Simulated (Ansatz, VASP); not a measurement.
## Fe in VASP and in Ansatz

```
Fe
1.0
     2.30232    0.00000    0.00000
     0.00000    2.30232    0.00000
     0.00000    0.00000   14.00000
Fe
1
Direct
  0.00000 0.00000 0.50000
```

Alike in both runs: task single point; functional PBE; k mesh 8 × 8 × 1; occupations gaussian, width 0.1 eV; collinear spin.

|  | VASP | Ansatz |
| --- | --- | --- |
| version | VASP 6.6.1 | Ansatz 0.2.0 |
| potentials or method | VASP PAW PBE potentials, release 64 (Fe) | scalar-relativistic, plane waves, PAW |
| plane-wave cutoff (eV) | 520 | 420 |
| valence electrons in the cell | 8 | 16 |

Ansatz gave:

| Quantity | Value |
| --- | --- |
| gap on the k mesh at the Fermi level (eV) | none |
| net moment per atom (μB) | 2.74 |
| size of the moment on the site where the two differ most (μB) | 2.60 |

Problem. Which values does VASP return?

Solution. gap on the k mesh at the Fermi level (eV): none; net moment per atom (μB): 2.74; size of the moment on the site where the two differ most (μB): 2.67.

Site moments also hang on the region over which each program counts them. A gap of «none» marks a metal or a gap that the smearing closes. The two sets of potentials don't hold the same shells in valence. Ansatz warned: «slab_cell_height_set».
